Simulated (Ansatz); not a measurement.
# Sb (R-3m) in Ansatz: further runs

The runs below take Sb through single point, with PBE.

All numbers are computed with Ansatz 0.2.0; they aren't measurements. Logs are shortened: lines on timing, memory, paths and dates and some standing lists are left out, and cuts for length are marked.

**1. The crystal as given**

It takes space group R-3m (No. 166, trigonal). The conventional cell has a = 4.308 Å, b = 4.308 Å, c = 11.274 Å, α = 90.00°, β = 90.00°, γ = 120.00°. Around Sb (site symmetry 3m) lie 3 Sb at 2.91 Å.

**2. Single point, PBE**

The input, input.yaml:

```yaml
crystal:
  lattice:
    - [2.1542, 1.2437279499, 3.758]
    - [-2.1542, 1.2437279499, 3.758]
    - [0.0, -2.4874558998, 3.758]
  atoms:
    - { symbol: Sb, position: [0.76651, 0.76651, 0.76651] }
    - { symbol: Sb, position: [0.23349, 0.23349, 0.23349] }
kpoints:
  mp_grid: { grid: [8, 8, 8] }
scf:
  occupations: { method: gaussian, width: 0.012 }
hamiltonian:
  xc: pbe
  pseudopotentials: { kind: all_electron, lapw: { basis_error: 0.001 } }
output:
  forces: true
  stress: true
  eigenvalues: true
```

Potentials or basis: all-electron LAPW, scalar-relativistic.

Launch:

```console
ansatz run input.yaml --threads 1 --pin off --max-ram 3072MiB --backend cpu --events-out ev --progress --plain --runs-dir out
```

What it wrote:

```text
Warning: RAYON_NUM_THREADS=1 ignored (pool sized by the plan → 1); use --threads N
LAPW: plane waves up to 7.767 Å⁻¹, error target 1.0e-3 eV per atom; small_component_spin mean_spin; Sb in spheres of 1.454 Å, 23 of its electrons in bands, Dirac shells [] (how accurate: hamiltonian.pseudopotentials.lapw.basis_error, Limitations)
Engine: ansatz 0.2.0, aarch64-unknown-linux-gnu
Pseudopotentials: kind: all_electron
Pseudopotential: Sb, LAPW, valence charge 23, lapw/all_electron/scalar/gaussian/Sb, Koelling and Harmon's equation, gaussian nucleus
Functional definition: PBE
  parameter kappa = 0.804
  parameter beta = 0.06672455060314922
  exchange = pbe_x(kappa = kappa, mu = beta*pi^2/3)
  correlation = pbe_c(beta = beta)
Crystal: 2 atoms, lattice volume = 60.411 Å³
Basis set: ecut = 229.83639198486847 eV, 489 PW (Γ), exchange–correlation at level 2
Bands: 28, of which v1, the nominal top of the filled ones, is band 23 counted from 1 (22 counted from 0)
Symmetry: 12 space group operations
Space group: R-3m (ITA 166), of the structure as read, at distance tolerance 3.9e-5 Å
k-points: 65 of 512
Non-local potential: Sb, projectors of the file, none
Initial density: superposition of atomic densities (chi_scale 0.1, normalization cell)
Initial wavefunctions: plane waves of lowest kinetic energy (no species holds an atomic orbital)
Functional: x = pbe(κ = 0.804, μ = 0.2195149727645171), c = pbe(β = 0.06672455060314922)
iter 1 solved again at ethr=1.68e-4 eV; its pass at ethr=1.00e-1 eV (dr2=7.74e-2 eV) is discarded
SCF iter   1: F=—  HF=-352736.363618 eV  |F-HF|=—  |Δ(HF+E_count)|=         —  Δρ=1.24e-2  dr2=7.84e-2  ethr=1.68e-4  ⟨swp⟩=3.0  Hψ=12052  notcnv=0
preconditioner: auto → LDOS  [insulator: Δε(μ)=0.049 eV  Ē_g=9.475 eV  σ=0.012 eV  W_gap=0.50  n_scr=14 (ndim 8)  ℏωp=15.1 eV  f_vac=0.017  D(μ)=1.10/eV (n_scr^D=8)  ε∞_Penn≈3.5  β→1.0]
iter 2 solved again at ethr=2.77e-6 eV; its pass at ethr=1.68e-4 eV (dr2=1.27e-3 eV) is discarded
SCF iter   2: F=—  HF=-352736.365679 eV  |F-HF|=—  |Δ(HF+E_count)|=   2.06e-3  Δρ=1.52e-3  dr2=1.27e-3  ethr=2.77e-6  ⟨swp⟩=2.0  Hψ=9407  notcnv=0  defer=1
SCF iter   3: F=—  HF=-352736.365999 eV  |F-HF|=—  |Δ(HF+E_count)|=         —  Δρ=4.68e-4  dr2=1.73e-4  ethr=2.77e-6  ⟨swp⟩=3.0  Hψ=5975  notcnv=0
the basis was enlarged: its passes take 70.0 KiB over the memory plan, 1 of 1 planned eigensolver slots
SCF iter   4: F=—  HF=-352736.364094 eV  |F-HF|=—  |Δ(HF+E_count)|=   1.90e-3  Δρ=2.58e-4  dr2=6.47e-5  ethr=3.77e-7  ⟨swp⟩=2.9  Hψ=5498  notcnv=0
SCF iter   5: F=—  HF=-352736.364096 eV  |F-HF|=—  |Δ(HF+E_count)|=   1.74e-6  Δρ=8.67e-5  dr2=7.90e-6  ethr=1.41e-7  ⟨swp⟩=3.0  Hψ=5712  notcnv=0
SCF iter   6: F=—  HF=-352736.364096 eV  |F-HF|=—  |Δ(HF+E_count)|=   3.27e-7  Δρ=3.69e-5  dr2=1.60e-6  ethr=1.72e-8  ⟨swp⟩=3.0  Hψ=5634  notcnv=0
SCF iter   7: F=-352736.364096 eV  HF=-352736.364095 eV  |F-HF|=6.08e-8  |Δ(HF+E_count)|=   5.53e-7  Δρ=9.19e-6  dr2=5.80e-8  ethr=3.48e-9  ⟨swp⟩=3.0  Hψ=5484  notcnv=0
SCF 1 converged in 7 iterations: F = -352736.364096 eV  dr2 = 5.80e-8
the search or the solves at the SCF's close seem to have found levels that the self-consistency loop had missed (the run counts 1). By its estimate they hold under 1e-12 electrons; where the run keeps them, the occupations were computed again with them
SCF converged after 7 iterations
Free energy (F): -352736.364096 eV
Harris-Foulkes:  -352736.364095 eV  (|F-HF|=6.08e-8)
Internal energy: -352736.364016 eV  (E = F + TS)
E sigma→0 (E₀):  -352736.364056 eV
Entropy (-TS):   -0.000080 eV (-0.040 meV/atom)
Fermi energy:    12.827450 eV
--- Per-component energies (eV) ---
  E_band       = -1804.209992
  E_kinetic    = 371745.258887
  E_xc         = -9287.644007
  E_electrostatic = -715193.978896  (all electrons and nuclei)
  E_smearing   = -0.000080  (= −TS)
  E_closure    = 0.000000  (closes the sum)
  E_atoms      = -352728.128962  (free atoms, spherical and without spin; not in F)
  Σ components = -352736.364096   (vs F -352736.364096, Δ=0.00e0)
  Basis errors (estimates in eV, not in F): energy 4.1e-4 per atom: plane waves 3.8e-4 (2.1e-4 summed), levels above the bands 0.0e0, relativity 9.7e-9, radial functions 3.8e-5, core shells 4.3e-9; eigenvalues (radial functions only) 2.6e-7; not estimated: angular momenta, meshes, grids; target (lapw.basis_error) 1.0e-3; muffin-tin radii Sb 1.454 Å
--- Forces (eV/Å), atoms counted from 1 ---
  atom   1  Sb     0.00000000    -0.00000000    -0.14064974
  atom   2  Sb     0.00000000     0.00000000     0.14064974
  max |Σ_I F_I| component: 2.89e-19 eV/Å
--- Stress (GPa, compression-positive) ---
        2.946383       0.000000       0.000000
        0.000000       2.946383       0.000000
        0.000000      -0.000000       2.236906
  P = ⅓ Tr σ = 2.7099 GPa (27.099 kbar)
--- Band table (eV; the first three rows and the last of 65) ---
  k-point 0: bands = ["-131.8128", "-131.8122", "-84.7898", "-84.7898", "-84.7855", "-84.7855", "-84.7722", "-84.7691", "-16.7386", "-16.7386", "-16.6505", "-16.6505", "-16.6269", "-16.5374", "-16.5374", "-16.5324", "-16.4565", "-16.4565", "0.0025", "7.9090", "10.6551", "10.9269", "10.9269", "14.8123", "15.4247", "15.4247", "17.8681", "17.8681"]
  k-point 1: bands = ["-131.8128", "-131.8122", "-84.7898", "-84.7897", "-84.7857", "-84.7856", "-84.7721", "-84.7692", "-16.7324", "-16.7297", "-16.6476", "-16.6454", "-16.6230", "-16.5415", "-16.5403", "-16.5361", "-16.4654", "-16.4630", "0.1751", "7.1843", "10.6966", "10.8870", "11.1961", "14.7003", "14.9855", "15.0233", "17.3225", "17.7682"]
  k-point 2: bands = ["-131.8127", "-131.8122", "-84.7898", "-84.7893", "-84.7862", "-84.7856", "-84.7717", "-84.7694", "-16.7160", "-16.7045", "-16.6402", "-16.6312", "-16.6117", "-16.5532", "-16.5530", "-16.5427", "-16.4895", "-16.4805", "0.6878", "5.7272", "10.7160", "10.8174", "11.6419", "13.9850", "14.1012", "14.1827", "17.6742", "18.2970"]
  k-point 64: bands = ["-131.8128", "-131.8122", "-84.7895", "-84.7895", "-84.7858", "-84.7858", "-84.7718", "-84.7695", "-16.6898", "-16.6898", "-16.6324", "-16.6324", "-16.6069", "-16.5506", "-16.5506", "-16.5504", "-16.5097", "-16.5097", "1.5444", "3.7289", "11.4125", "11.4125", "12.2728", "12.8543", "12.8543", "13.8282", "19.7539", "21.6479"]
```

Wall time 14 s (1 thread of Arm Neoverse V2, shared host); peak memory 0.37 GiB.

What came out:

- Free energy: -352736.3641 eV
- Pressure: 2.7 GPa
- Largest force: 0.141 eV/Å
- Band gap on the k mesh: none (metal or under the smearing width)

Forces on the atoms (eV/Å):
```
Sb   0.000  0.000 -0.141
Sb   0.000  0.000  0.141
```

Stress tensor (GPa, compression positive):
```
2.95 0.00 0.00
0.00 2.95 0.00
0.00 0.00 2.24
```

The run has no spin-orbit coupling, so splittings on Sb are missing.

**3. Single point, PBE**

Changes to input.yaml since step 2:

```diff
@@ -11,3 +11,3 @@
 scf:
-  occupations: { method: gaussian, width: 0.012 }
+  occupations: { method: gaussian, width: 0.027 }
 hamiltonian:
```

Potentials or basis: all-electron LAPW, scalar-relativistic.

Launch:

```console
ansatz run input.yaml --threads 1 --pin off --max-ram 3072MiB --backend cpu --events-out ev --progress --plain --runs-dir out
```

What it wrote:

```text
Warning: RAYON_NUM_THREADS=1 ignored (pool sized by the plan → 1); use --threads N
LAPW: plane waves up to 7.767 Å⁻¹, error target 1.0e-3 eV per atom; small_component_spin mean_spin; Sb in spheres of 1.454 Å, 23 of its electrons in bands, Dirac shells [] (how accurate: hamiltonian.pseudopotentials.lapw.basis_error, Limitations)
Engine: ansatz 0.2.0, aarch64-unknown-linux-gnu
Pseudopotentials: kind: all_electron
Pseudopotential: Sb, LAPW, valence charge 23, lapw/all_electron/scalar/gaussian/Sb, Koelling and Harmon's equation, gaussian nucleus
Functional definition: PBE
[... 45 lines left out ...]
  atom   1  Sb    -0.00000000    -0.00000000    -0.14241127
  atom   2  Sb    -0.00000000    -0.00000000     0.14241127
  max |Σ_I F_I| component: 9.25e-18 eV/Å
--- Stress (GPa, compression-positive) ---
        2.940739       0.000000       0.000000
        0.000000       2.940739       0.000000
        0.000000      -0.000000       2.235286
  P = ⅓ Tr σ = 2.7056 GPa (27.056 kbar)
--- Band table (eV; the first three rows and the last of 65) ---
  k-point 0: bands = ["-131.8128", "-131.8122", "-84.7898", "-84.7898", "-84.7855", "-84.7855", "-84.7723", "-84.7691", "-16.7386", "-16.7386", "-16.6505", "-16.6505", "-16.6270", "-16.5374", "-16.5374", "-16.5324", "-16.4565", "-16.4565", "0.0024", "7.9091", "10.6551", "10.9269", "10.9269", "14.8121", "15.4246", "15.4246", "17.8681", "17.8681"]
  k-point 1: bands = ["-131.8128", "-131.8122", "-84.7897", "-84.7896", "-84.7857", "-84.7855", "-84.7722", "-84.7692", "-16.7324", "-16.7297", "-16.6475", "-16.6454", "-16.6231", "-16.5414", "-16.5403", "-16.5361", "-16.4654", "-16.4631", "0.1750", "7.1843", "10.6966", "10.8870", "11.1961", "14.7001", "14.9855", "15.0234", "17.3225", "17.7683"]
  k-point 2: bands = ["-131.8128", "-131.8123", "-84.7897", "-84.7893", "-84.7861", "-84.7855", "-84.7718", "-84.7695", "-16.7160", "-16.7045", "-16.6402", "-16.6312", "-16.6117", "-16.5532", "-16.5530", "-16.5427", "-16.4895", "-16.4805", "0.6878", "5.7272", "10.7160", "10.8173", "11.6419", "13.9849", "14.1012", "14.1828", "17.6741", "18.2970"]
  k-point 64: bands = ["-131.8128", "-131.8122", "-84.7895", "-84.7895", "-84.7858", "-84.7858", "-84.7718", "-84.7696", "-16.6898", "-16.6898", "-16.6324", "-16.6324", "-16.6070", "-16.5506", "-16.5506", "-16.5505", "-16.5097", "-16.5097", "1.5443", "3.7291", "11.4124", "11.4124", "12.2725", "12.8543", "12.8543", "13.8285", "19.7540", "21.6479"]
```

Run time: 14 s. Hardware: 1 thread of Arm Neoverse V2, shared host; peak memory 0.36 GiB.

What came out:

- Free energy: -352736.3642 eV
- Pressure: 2.7 GPa
- Largest force: 0.142 eV/Å
- Band gap on the k mesh: none (metal or under the smearing width)

Forces in eV/Å, atoms in the order of the input:
```
Sb   0.000  0.000 -0.142
Sb   0.000  0.000  0.142
```

Levels at points of the mesh, in eV from the Fermi level:
```csv
k point,band 21,band 22,band 23,band 24,band 25,band 26
"(0.00, 0.00, 0.00)",-2.17,-1.90,-1.90,1.98,2.60,2.60
"(0.00, 0.00, -0.50)",-2.04,-1.93,-0.41,-0.30,0.09,0.39
"(0.00, -0.50, -0.50)",-5.54,-3.86,-3.76,1.44,4.83,5.41
"(-0.50, -0.50, -0.50)",-1.42,-1.42,-0.56,0.03,0.03,1.00
```
